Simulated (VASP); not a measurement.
## A VASP 6.6.1 single-point calculation on TiO2

INCAR

```
ISMEAR = -1
NELM = 76
NELMIN = 8
ISIF = 2
NSW = 0
TIME = 0.4
LASPH = .TRUE.
ALGO = Damped
LCHARG = .FALSE.
LWAVE = .FALSE.
LDAUU = 4.0 0
LDAUL = 2 -1
LMAXMIX = 4
ENCUT = 520
LDAU = .TRUE.
IBRION = -1
PREC = Accurate
GGA = PE
EDIFF = 1E-7
LREAL = .FALSE.
LDAUJ = 0 0
LDAUTYPE = 2
NBANDS = 19
SIGMA = 0.02
```

KPOINTS

```
KPOINTS created by Atomic Simulation Environment
0
Gamma
10 10 10
0 0 0
```

POSCAR

```
Ti O
 1.0000000000000000
     0.0000000000000000    2.3968272536098962    2.3968272536098962
     2.3968272536098962   -0.0000000000000000    2.3968272536098962
     2.3968272536098962    2.3968272536098962    0.0000000000000000
 Ti  O
   1   2
Cartesian
 -0.0000000000000000 -0.0000000000000000 -0.0000000000000000
  1.1984136268049479  1.1984136268049479  1.1984136268049479
  3.5952408804148437  3.5952408804148437  3.5952408804148437
```

The recommended PBE PAW datasets give the neutral cell 24 valence electrons.

Command

```
mpirun -np 1 vasp_std
```

OSZICAR

```
N       E                     dE             d eps       ncg     rms           ort
DAV:   1     0.339927849570E+03    0.33993E+03   -0.12847E+04   893   0.161E+03
DAV:   2     0.377741479159E+02   -0.30215E+03   -0.28747E+03   893   0.459E+02
DAV:   3    -0.249861141476E+02   -0.62760E+02   -0.59570E+02   893   0.210E+02
DAV:   4    -0.330631217441E+02   -0.80770E+01   -0.80048E+01   893   0.830E+01
DAV:   5    -0.339615312080E+02   -0.89841E+00   -0.89519E+00   893   0.246E+01
SDA:   6    -0.315771378803E+01    0.30804E+02   -0.34980E+02   893   0.874E+02   0.000E+00
DMP:   7    -0.179360805852E+02   -0.14778E+02   -0.47957E+01   893   0.186E+02  -0.173E+02
DMP:   8    -0.189504012999E+02   -0.10143E+01   -0.78517E+01   893   0.240E+02  -0.114E+02
DMP:   9    -0.226594479241E+02   -0.37090E+01   -0.11858E+01   893   0.339E+01  -0.110E+01
DMP:  10    -0.228970277917E+02   -0.23758E+00   -0.97660E+00   893   0.311E+01  -0.174E+01
...
DMP:  63    -0.234404140696E+02   -0.19167E-06   -0.18031E-06   893   0.271E-06   0.470E-06
DMP:  64    -0.234404142451E+02   -0.17554E-06   -0.16501E-06   893   0.248E-06   0.431E-06
DMP:  65    -0.234404144057E+02   -0.16060E-06   -0.15091E-06   893   0.227E-06   0.394E-06
DMP:  66    -0.234404145526E+02   -0.14693E-06   -0.13789E-06   893   0.207E-06   0.360E-06
DMP:  67    -0.234404146871E+02   -0.13449E-06   -0.12681E-06   893   0.191E-06   0.329E-06
DMP:  68    -0.234404148099E+02   -0.12275E-06   -0.11645E-06   893   0.176E-06   0.303E-06
DMP:  69    -0.234404149230E+02   -0.11311E-06   -0.10675E-06   893   0.161E-06   0.278E-06
DMP:  70    -0.234404150266E+02   -0.10362E-06   -0.97751E-07   893   0.147E-06   0.254E-06
DMP:  71    -0.234404151214E+02   -0.94814E-07   -0.89430E-07   893   0.135E-06   0.233E-06
   1 F= -.23440415E+02 E0= -.23440415E+02  d E =-.181201E-13
```

From OUTCAR

```
k-points           NKPTS =     47   k-points in BZ     NKDIM =     47   number of bands    NBANDS=     19

   NELECT =      24.0000    total number of electrons

   dimension x,y,z NGX =    28 NGY =   28 NGZ =   28
   dimension x,y,z NGXF=    56 NGYF=   56 NGZF=   56

  energy-cutoff  :      520.00
  volume of cell :       27.54
      direct lattice vectors                 reciprocal lattice vectors
     0.000000000  2.396827254  2.396827254    -0.208609110  0.208609110  0.208609110
     2.396827254  0.000000000  2.396827254     0.208609110 -0.208609110  0.208609110
     2.396827254  2.396827254  0.000000000     0.208609110  0.208609110 -0.208609110

 k-points in reciprocal lattice and weights: KPOINTS created by Atomic Simulation Env
   0.00000000  0.00000000  0.00000000       0.001
   0.10000000  0.00000000  0.00000000       0.008
   0.20000000  0.00000000  0.00000000       0.008
   0.30000000  0.00000000  0.00000000       0.008
   0.40000000  0.00000000  0.00000000       0.008
   0.50000000  0.00000000  0.00000000       0.004
   0.10000000  0.10000000  0.00000000       0.006
   0.20000000  0.10000000  0.00000000       0.024
   ...

 E-fermi :   8.1925

 k-point     1 :       0.0000    0.0000    0.0000
  band No.  band energies     occupation
      1     -51.0423      2.00000
      2     -27.0909      2.00000
      3     -27.0909      2.00000
      4     -27.0909      2.00000
      5     -12.1233      2.00000
      6      -8.2197      2.00000
      7       1.7306      2.00000
      8       1.7306      2.00000
      9       1.7306      2.00000
     10       6.7756      2.00000
     11       6.7756      2.00000
     12       6.7756      2.00000
     13       9.5909      0.00000
     14       9.5909      0.00000
     15      13.2061      0.00000
     16      13.2061      0.00000
     17      13.2061      0.00000
     18      15.1565      0.00000
     19      21.5877      0.00000

 k-point     2 :       0.1000    0.0000    0.0000
  band No.  band energies     occupation
      1     -51.0402      2.00000
      2     -27.1141      2.00000
      3     -27.0937      2.00000
      4     -27.0937      2.00000
      5     -12.0036      2.00000
      6      -8.3606      2.00000
      7       1.8220      2.00000
      8       1.8220      2.00000
      9       1.9877      2.00000
     10       6.4899      2.00000
     11       6.5347      2.00000
     12       6.5347      2.00000
     13       9.7683      0.00000
     14       9.7683      0.00000
     15      12.9027      0.00000
     16      13.1089      0.00000
     17      13.1089      0.00000
     18      15.5219      0.00000
     19      21.8465      0.00000

 k-point     3 :       0.2000    0.0000    0.0000
  band No.  band energies     occupation
      1     -51.0347      2.00000
      2     -27.1739      2.00000
      3     -27.1010      2.00000
      4     -27.1010      2.00000
      5     -11.6726      2.00000
      6      -8.7158      2.00000
      7       2.0738      2.00000
      8       2.0738      2.00000
      9       2.6411      2.00000
     10       5.8229      2.00000
     11       6.0275      2.00000
     12       6.0275      2.00000
     13      10.0431      0.00000
     14      10.0431      0.00000
     15      12.1305      0.00000
     16      12.9165      0.00000
     17      12.9165      0.00000
     18      16.4557      0.00000
     19      22.1164      0.00000

 ...

  Total        2.5411660      2.5411660      2.5411660      0.0000000      0.0000000     -0.0000000
  in kB      147.8439029    147.8439029    147.8439029      0.0000000      0.0000000     -0.0000000
  external PRESSURE =     147.8439029 kB  Pullay stress =       0.0000000 kB

 POSITION                                       TOTAL-FORCE (eV/Angst)
 -----------------------------------------------------------------------------------
      0.00000      0.00000      0.00000        -0.000000     -0.000000      0.000000
      1.19841      1.19841      1.19841        -0.000000     -0.000000     -0.000000
      3.59524      3.59524      3.59524         0.000000      0.000000      0.000000
 -----------------------------------------------------------------------------------
    total drift:                                0.000000      0.000000      0.000000

  FREE ENERGIE OF THE ION-ELECTRON SYSTEM (eV)
  ---------------------------------------------------
  free  energy   TOTEN  =       -23.4404151214 eV

  energy  without entropy=      -23.4404151214  energy(sigma->0) =      -23.44041512
```

It converged. Results: gap between bands v and c on the k mesh 1.92 eV; least direct gap on the k mesh 2.44 eV; pressure 14.8 GPa. Band v is the last that the valence electrons fill when counted band by band, and c is the next.

For comparison, a separate PBE run of the intended cell, on usual settings and not on those above, gives a gap of 1.13 eV on its mesh and a pressure of 6.8 GPa.

The run above took about 88 s on one core of a shared host (Intel Xeon Platinum 8488C) and held 0.18 GiB at most.
